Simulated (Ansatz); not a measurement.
Ansatz input

```yaml
crystal:
  lattice:
    - [2.4294932121, 0.0, 0.0]
    - [-1.214746606, 2.10400284, 0.0]
    - [0.0, 0.0, 4.356422858]
  atoms:
    - { symbol: Cr, position: [0.3333333333, 0.6666666667, 0.25], spin: 1.5 }
    - { symbol: Cr, position: [0.6666666667, 0.3333333333, 0.75], spin: 1.5 }
hamiltonian:
  xc: revpbe
  pseudopotentials:
    kind: paw
    azcp:
      Cr: "pseudopotentials/Cr.paw.azcp"
basis:
  ecutwfc: 420
  fft_grid_basis: typed
kpoints:
  mp_grid: { grid: [16, 16, 8], shift: [0, 0, 0] }
magnetization:
  spin_polarized: true
scf:
  occupations: { method: fermi_dirac, width: 0.05 }
  lower_state_search: "off"
output:
  stress: true
  write_density: true
  write_potential: true
  elf: true
  volumetric_format: npy
```

and its output:

```
Engine: ansatz 0.2.0, aarch64-unknown-linux-gnu
Pseudopotentials: kind: paw
Pseudopotential: Cr, paw, valence charge 14, recommended cutoff 420 eV (normal) 
Functional definition: revPBE
  parameter kappa = 1.245
  parameter beta = 0.06672455060314922
  exchange = pbe_x(kappa = kappa, mu = beta*pi^2/3)
  correlation = pbe_c(beta = beta)
Crystal: 2 atoms, lattice volume = 22.269 Å³
Basis set: ecut = 420 eV, 405 PW (Γ)
Bands: 20, of which v1, the nominal top of the filled ones, is band 14 counted from 1 (13 counted from 0)
Symmetry: 24 space group operations
Space group: P63/mmc (ITA 194), of the structure as read, at distance tolerance 2.8e-5 Å
Magnetic group: BNS 194.263 (UNI 1493), of the structure as read, at distance tolerance 2.8e-5 Å
k-points: 150 of 2048
Non-local potential: Cr, projectors of the file, l = 0: 3, l = 1: 2, l = 2: 3, l = 3: 1
PAW form: soft (Blöchl's): semilocal exchange-correlation on the pseudo side does not see the compensation charge
PAW frozen core: Cr, regenerated for the run's functional, and the local potential with it (the file was generated under x = pbe(κ = 0.804, μ = 0.2195149727645171), c = pbe(β = 0.06672455060314922))
PAW one-centre angular grid: Cr, 590 points (default); XC on 64 Gauss nodes
Initial density: superposition of atomic densities (chi_scale 0.1, normalization cell)
Starting moments: Σ|m| = 3 μB on 2 of 2 sites
Initial wavefunctions: pseudopotential atomic-orbital guess
Functional: x = revpbe(κ = 1.245, μ = 0.2195149727645171), c = pbe(β = 0.06672455060314922)
SCF iter   1: F=—  HF=-6763.117140 eV  |F-HF|=—  |Δ(HF+E_count)|=         —  Δρ=2.07e-1 (↑2.07e-1 ↓5.51e-2)  dr2=9.43e0  dr2_m=1.98e0  M=1.285 μB ∫|m|=1.285 μB  β_m=0.30  ethr=3.10e-3  ⟨swp⟩=3.4  Hψ=20951  notcnv=0
SCF iter   2: F=—  HF=-6761.386915 eV  |F-HF|=—  |Δ(HF+E_count)|=    1.73e0  Δρ=1.22e-1 (↑1.22e-1 ↓4.13e-2)  dr2=2.75e0  dr2_m=9.58e-1  M=1.254 μB ∫|m|=1.254 μB  β_m=0.30  ethr=3.10e-3  ⟨swp⟩=2.1  Hψ=13262  notcnv=0  defer=174
SCF iter   3: F=—  HF=-6760.794234 eV  |F-HF|=—  |Δ(HF+E_count)|=   5.93e-1  Δρ=5.21e-2 (↑4.38e-2 ↓5.21e-2)  dr2=7.91e-2  dr2_m=4.18e-1  M=1.268 μB ∫|m|=1.268 μB  β_m=0.30  ethr=3.10e-3  ⟨swp⟩=2.3  Hψ=11425  notcnv=0  defer=174
SCF iter   4: F=—  HF=-6760.804732 eV  |F-HF|=—  |Δ(HF+E_count)|=   1.05e-2  Δρ=4.43e-2 (↑4.43e-2 ↓3.68e-2)  dr2=1.29e-2  dr2_m=3.35e-1  M=1.086 μB ∫|m|=1.087 μB  β_m=0.30  ethr=2.83e-4  ⟨swp⟩=2.7  Hψ=14196  notcnv=0  defer=126
SCF iter   5: F=—  HF=-6760.840028 eV  |F-HF|=—  |Δ(HF+E_count)|=   3.53e-2  Δρ=3.49e-2 (↑3.33e-2 ↓3.49e-2)  dr2=6.02e-4  dr2_m=2.37e-1  M=0.965 μB ∫|m|=0.966 μB  β_m=0.30  ethr=4.62e-5  ⟨swp⟩=2.2  Hψ=10935  notcnv=0  defer=126
SCF iter   6: F=—  HF=-6760.872386 eV  |F-HF|=—  |Δ(HF+E_count)|=   3.24e-2  Δρ=3.01e-2 (↑2.93e-2 ↓3.01e-2)  dr2=2.24e-4  dr2_m=1.80e-1  M=0.846 μB ∫|m|=0.846 μB  β_m=0.30  ethr=2.15e-6  ⟨swp⟩=2.0  Hψ=11753  notcnv=0  defer=126
...
WARN: the starting moments were not kept: the SCF closed with an absolute magnetisation of 6.7e-7 μB, where they sum to 3 μB in size (2 sites). That is at most 0.1 of that sum. Measured as dr2_m measures the in/out step, that magnetisation stands 1.4e-13 eV from none, at or under the dr2_threshold of 1.0e-7 eV: it is no larger than a step whose dr2_m would equal this threshold. The system may hold no moment; this SCF shows only that its start led to no more than that. To try another start: raise the starting moments (crystal.atoms[].spin, magnetization.per_species, magnetization.initial_magnetization, or on a non-collinear deck that types none of these the spinor_matrix: blocks that start its atoms; where the total moment is fixed, keep their sum and leave initial_magnetization as it is; typed ones take the place of any that the run laid by itself, positive ones on a crystal's lanthanoids without a Hubbard term where scf.initial_density.shell_occupations: [] is typed) or, if the notice of its spin-set hold's release reads "site moments contracting" or "site moments show no strong build", lengthen the hold (scf.mixing.spin_hold: { on: { confirm: 4 } }; for m-r²SCAN on two components see the key's manual first). Each may lead to a state that holds a moment. A second SCF, from the converged charge density, with the starting moments and any scf.initial_density.shell_occupations laid on it anew, would have followed, and was not run: the deck does not ask for one (magnetization.retry_lost_moments is false, the default). To let it run, set magnetization.retry_lost_moments: true and run the deck again, where that key's refused combinations let it; where memory then withholds it, that run's warning says so.
SCF 1 converged in 20 iterations: F = -6760.960893 eV  dr2 = 9.40e-14
SCF converged after 20 iterations
Magnetization: -0.0000 μB (14.0000 up, 14.0000 down)
Absolute magnetization: 0.0000 μB (∫|ρ↑−ρ↓|, with the PAW one-centre terms)
Spin contamination: 0.0000 ħ² per cell (⟨S²⟩ above its minimum at these occupations)
Per-site moments (μB) at R_I (Å): [(-2.2184243825028975e-7, 1.0021659499911415), (-2.2184243821455245e-7, 1.0021659499911415)]
Free energy (F): -6760.960893 eV
Harris-Foulkes:  -6760.960893 eV  (|F-HF|=2.73e-12)
Internal energy: -6760.935147 eV  (E = F + TS)
E sigma→0 (E₀):  -6760.948020 eV
Entropy (-TS):   -0.025747 eV (-12.873 meV/atom)
Fermi energy:    20.197077 eV
--- Per-component energies (eV) ---
  E_band       = -260.913539
  E_kinetic    = 691.014219
  E_local      = -2299.939469  (includes V_loc(G=0)·N_el)
  E_nonlocal   = 157.968056
  E_hartree    = 1014.929499
  E_xc         = -281.470869
  E_vxc        = -358.892681  (∫ρ·V_xc dr)
  E_paw        = -2397.780195  (= ΣΔE_a)
  E_vpaw       = -480.923377  (= ΣTr[D̂ρ^β])
  E_aug_tail   = 0.000700  (compensation charges beyond the density's cutoff)
  E_ewald      = -3645.584238
  E_core_change = -0.072849  (= ΣΔE_core)
  E_smearing   = -0.025747  (= −TS)
  E_closure    = 0.000000  (closes the sum)
  Σ components = -6760.960893   (vs F -6760.960893, Δ=0.00e0)
--- Stress (GPa, compression-positive) ---
       23.434437       0.000000       0.000000
        0.000000      23.434437      -0.000000
        0.000000      -0.000000      20.386712
  P = ⅓ Tr σ = 22.4185 GPa (224.185 kbar)
--- Band table (eV; the first three rows and the last of 300) ---
  k-point 0 ↑: bands = ["-51.4796", "-51.3246", "-23.1428", "-22.3121", "-22.1282", "-22.1282", "-22.0512", "-22.0512", "12.3547", "15.8629", "18.8315", "19.7917", "19.7917", "19.9509", "20.1562", "20.1562", "21.3840", "21.3840", "22.6071", "22.6071"]
  k-point 1 ↑: bands = ["-51.4738", "-51.3306", "-23.1122", "-22.3448", "-22.1253", "-22.1253", "-22.0542", "-22.0542", "12.5024", "15.8160", "18.7833", "19.6467", "19.7781", "19.7781", "20.1209", "20.1209", "21.4614", "21.4614", "22.5867", "22.5867"]
  k-point 2 ↑: bands = ["-51.4571", "-51.3475", "-23.0246", "-22.4374", "-22.1170", "-22.1170", "-22.0625", "-22.0625", "12.9306", "15.6137", "18.6558", "19.0199", "19.7580", "19.7580", "20.0299", "20.0299", "21.6620", "21.6620", "22.5166", "22.5166"]
  k-point 149 ↓: bands = ["-51.1662", "-51.1662", "-22.9514", "-22.9514", "-22.7782", "-22.7782", "-22.4257", "-22.4257", "17.4606", "17.4606", "18.0067", "18.0067", "18.9679", "18.9679", "20.5860", "20.5860", "22.6422", "22.6422", "28.6137", "28.6137"]
```
